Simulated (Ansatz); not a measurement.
# C: the cost of one run

Method: DFT PBEsol, scalar-relativistic, plane waves, PAW, in Ansatz 0.2.0.

7 further runs of the same task are left out: 1 that didn't finish, 6 set aside as unsound or not needed.

### 1 The starting structure

Symmetry: R-3m, No. 166, trigonal system. Conventional cell: a = 2.459 Å, b = 2.459 Å, c = 10.842 Å, α = 90.00°, β = 90.00°, γ = 120.00°. C (site symmetry 3m) is surrounded by 3 C at 1.42 Å.

As a file:

```
C
1.0
     1.22945    0.70982    3.61395
    -1.22945    0.70982    3.61395
     0.00000   -1.41964    3.61395
C
2
Direct
  0.16664 0.16664 0.16664
  0.83336 0.83336 0.83336
```

It is the result of an earlier relaxation at this level (volume 9.46 Å³/atom; gap on the mesh: 0.43 eV).

### 2 The cell at 0.98 of its volume

File input.yaml:

```yaml
crystal:
  lattice:
    - [1.2211946564, 0.7050570636, 3.589697482]
    - [-1.2211946564, 0.7050570636, 3.589697482]
    - [0.0, -1.4101141272, 3.589697482]
  atoms:
    - { symbol: C, position: [0.166641055, 0.166641055, 0.166641055] }
    - { symbol: C, position: [0.833358945, 0.833358945, 0.833358945] }
basis:
  ecutwfc: 420
kpoints:
  mp_grid: { grid: [18, 18, 18] }
hamiltonian:
  xc: pbesol
scf:
  occupations: { method: fixed }
output:
  forces: true
  stress: true
  eigenvalues: true
relax:
  adjacent_minimum: "off"
  f_tol: 0.001
  max_steps: 60
  cell: { stress_tol: 0.01, fix: [volume] }
```

Run with:

```console
ansatz run input.yaml --threads 1 --pin off --max-ram 3072MiB --backend cpu --events-out ev --progress --plain --runs-dir out
```

Q: Estimate wall time and peak memory on 1 thread of Intel Xeon at 2.70GHz, shared host.

About 35 s, with a peak of 0.41 GiB.
